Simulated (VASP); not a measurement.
All values below come from exact exchange on PBE orbitals, VASP's PBE PAW potentials (set 64) (plane waves; VASP).

A VASP calculation is set up with these files.

File POSCAR:
```
AlSb
4.3987680
  0.0000000000   0.7071068536   0.7071068536
  0.7071068536   0.0000000000   0.7071068536
  0.7071068536   0.7071068536   0.0000000000
Al Sb
1 1
Direct
  0.0000000000   0.0000000000   0.0000000000
  0.2500000000   0.2500000000   0.2500000000
```

**INCAR**
```
SYSTEM = AlSb
PREC = Normal
ENCUT = 350
EDIFF = 1E-8
NELM = 1
ALGO = Eigenval
LREAL = .FALSE.
LASPH = .TRUE.
ISMEAR = 0
SIGMA = 0.01
GGA = PE
LWAVE = .FALSE.
LCHARG = .FALSE.
AEXX = 1.0
ALDAC = 0.0
AGGAC = 0.0
LHFCALC = .TRUE.
PRECFOCK = Normal
ISYM = 3
```

### KPOINTS
```
Automatic
0
G
  4 4 4
0 0 0
```

POTCAR, in this order: Al_GW Sb_d_GW (PBE.64 set). Program: vasp_std. Read from the step before: WAVECAR.

The resulting files:

**OSZICAR**
```
       N       E                     dE             d eps       ncg     rms          rms(c)
EIG:   1    -0.142943385112E+02   -0.14294E+02    0.00000E+00     0   0.000E+00
   1 F= -.14294339E+02 E0= -.14294339E+02  d E =-.127311E-21
```

**OUTCAR**
```
------------------------ aborting loop because EDIFF is reached ----------------------------------------
  volume of cell :       60.18
      direct lattice vectors                 reciprocal lattice vectors
     0.000000000  3.110399000  3.110399000    -0.160751080  0.160751080  0.160751080
     3.110399000  0.000000000  3.110399000     0.160751080 -0.160751080  0.160751080
     3.110399000  3.110399000  0.000000000     0.160751080  0.160751080 -0.160751080
 POSITION                                       TOTAL-FORCE (eV/Angst)
 -----------------------------------------------------------------------------------
      0.00000      0.00000      0.00000        -0.000000     -0.000000     -0.000000
      1.55520      1.55520      1.55520         0.000000      0.000000      0.000000
 -----------------------------------------------------------------------------------
    total drift:                               -0.000025     -0.000000     -0.000013
  FREE ENERGIE OF THE ION-ELECTRON SYSTEM (eV)
  ---------------------------------------------------
  free  energy   TOTEN  =       -14.2943385112 eV

  energy  without entropy=      -14.2943385112  energy(sigma->0) =      -14.29433851

  exchange ACFDT corr.  =         0.00000000  see jH, gK, PRB 81, 115126
```
(Selected blocks of OUTCAR.)

The mesh is coarse, so the correlation energy is not converged in k-points.

The compound is AlSb in the zinc blende structure. This cell is one point of a volume scan, at 1.04 of the reference volume. The k-mesh is coarse (spacing up to 0.44 per Å, 2π included), so the numbers may not be converged in it.
